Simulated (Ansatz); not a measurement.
Write the native input for Ansatz 0.2.0 that does the following.

```
Task                : single point
Functional          : PBEsol
Potentials or basis : Ansatz PAW
Cutoff              : 420 eV (not typed: the program's choice for these potentials)
k mesh              : 6 × 6 × 6
Occupations         : fermi-dirac, width 0.05 eV
Spin                : non-collinear spin, random start
Starting moments    : [[-0.874, -0.912, 2.364], [-0.445, -2.202, 2.485], [1.236, 0.56, -0.81], [0.0, 0.0, 0.0]] μB
```

AlFe3:

```xyz
4
Lattice="0.0000 2.8871 2.8871 2.8871 0.0000 2.8871 2.8871 2.8871 0.0000" Properties=species:S:1:pos:R:3 pbc="T T T"
Fe    4.3307    4.3307    4.3307
Fe    1.4436    1.4436    1.4436
Fe    2.8871    2.8871    2.8871
Al    0.0000    0.0000    0.0000
```

The cell comes from a database or a generator and needn't be the stable form of this composition.

The input as run:

input.yaml

```yaml
crystal:
  lattice:
    - [0.0, 2.8871421494, 2.8871421494]
    - [2.8871421494, 0.0, 2.8871421494]
    - [2.8871421494, 2.8871421494, 0.0]
  atoms:
    - { symbol: Fe, position: [0.75, 0.75, 0.75], spin: 2.68, spin_axis: [-0.874, -0.912, 2.364] }
    - { symbol: Fe, position: [0.25, 0.25, 0.25], spin: 3.35, spin_axis: [-0.445, -2.202, 2.485] }
    - { symbol: Fe, position: [0.5, 0.5, 0.5], spin: 1.58, spin_axis: [1.236, 0.56, -0.81] }
    - { symbol: Al, position: [0.0, 0.0, 0.0] }
hamiltonian:
  xc: pbesol
  pseudopotentials: { kind: paw }
magnetization:
  noncollinear: true
  spin_orbit: false
kpoints:
  mp_grid: { grid: [6, 6, 6] }
scf:
  occupations: { method: fermi_dirac, width: 0.05 }
output:
  forces: true
  stress: true
  eigenvalues: true
```

Potentials or basis: Ansatz PAW.

Command:

```sh
$ ansatz run input.yaml --threads 2 --pin off --max-ram 5632MiB --backend cpu --events-out ev --progress --plain --runs-dir out
```

It gave:

```json
{"Pressure": "-9.5 GPa", "Band gap on the k mesh": "none (metal or under the smearing width)", "Net moment": "6.14 μB per cell", "Absolute moment": "6.72 μB per cell"}
```

Caveat: the PAW data sets come from PBE, with cores solved anew for the run's functional, which leaves a small shift of forces and pressure; the starting moments weren't kept.

Run time: 36 s on 2 threads of Arm Neoverse V1, with other jobs on the host, peak memory 0.44 GiB.
